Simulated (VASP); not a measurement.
**VASP 6.6.1 run: CaSe**

INCAR

```
NSW = 0
SIGMA = 0.01
IBRION = -1
METAGGA = R2SCAN
ISIF = 2
LREAL = .FALSE.
EDIFF = 1E-7
NELM = 120
ALGO = Normal
LCHARG = .FALSE.
ISMEAR = 0
ENCUT = 520
LWAVE = .FALSE.
LASPH = .TRUE.
PREC = Accurate
NBANDS = 32
```

KPOINTS

```
KPOINTS created by Atomic Simulation Environment
0
Gamma
6 6 6
0 0 0
```

POSCAR

```
Ca Se
 1.0000000000000000
     0.0000000000000000    3.2638194766000002    3.2638194766000002
     3.2638194766000002    0.0000000000000000    3.2638194766000002
     3.2638194766000002    3.2638194766000002    0.0000000000000000
 Ca  Se
   1   1
Cartesian
  0.0000000000000000  0.0000000000000000  0.0000000000000000
  1.6319097383000001  1.6319097383000001  1.6319097383000001
```

The recommended PBE PAW datasets give the neutral cell 16 valence electrons.

Command

```
mpirun -np 1 vasp_std
```

Problem. Predict the outcome of this run.

Solution. It converged. Results: gap between bands v and c on the k mesh 3.74 eV; least direct gap on the k mesh 3.83 eV; pressure 0.7 GPa. Band v is the last that the valence electrons fill when counted band by band, and c is the next.

OSZICAR

```
N       E                     dE             d eps       ncg     rms          rms(c)
DAV:   1     0.108591934826E+03    0.10859E+03   -0.64003E+03  1024   0.453E+02
DAV:   2    -0.232555981082E+02   -0.13185E+03   -0.12304E+03  1192   0.148E+02
DAV:   3    -0.286175040464E+02   -0.53619E+01   -0.52685E+01  1384   0.282E+01
DAV:   4    -0.287956908712E+02   -0.17819E+00   -0.17763E+00  1264   0.414E+00
DAV:   5    -0.287968079252E+02   -0.11171E-02   -0.11170E-02  1288   0.320E-01    0.402E+00
DAV:   6    -0.253458559934E+02    0.34510E+01   -0.98638E-01  1512   0.491E+00    0.293E+00
DAV:   7    -0.253532293165E+02   -0.73733E-02   -0.25819E-01  1152   0.202E+00    0.104E+00
DAV:   8    -0.253519275276E+02    0.13018E-02   -0.16729E-02  1288   0.649E-01    0.741E-01
DAV:   9    -0.253571075506E+02   -0.51800E-02   -0.69002E-03  1104   0.408E-01    0.268E-01
DAV:  10    -0.253570362347E+02    0.71316E-04   -0.22807E-04  1256   0.726E-02    0.903E-02
DAV:  11    -0.253571985793E+02   -0.16234E-03   -0.16228E-04  1144   0.624E-02    0.299E-02
DAV:  12    -0.253572102655E+02   -0.11686E-04   -0.16892E-05  1288   0.230E-02    0.108E-02
DAV:  13    -0.253572081448E+02    0.21208E-05   -0.62671E-07  1184   0.374E-03    0.212E-03
DAV:  14    -0.253572080209E+02    0.12384E-06   -0.86895E-08  1224   0.121E-03    0.330E-04
DAV:  15    -0.253572079978E+02    0.23133E-07   -0.17361E-09   824   0.241E-04
   1 F= -.25357208E+02 E0= -.25357208E+02  d E =-.277563E-61
```

For comparison, a separate r²SCAN run of the intended cell, on usual settings and not on those above, gives a gap of 3.74 eV on its mesh and a pressure of 0.7 GPa.
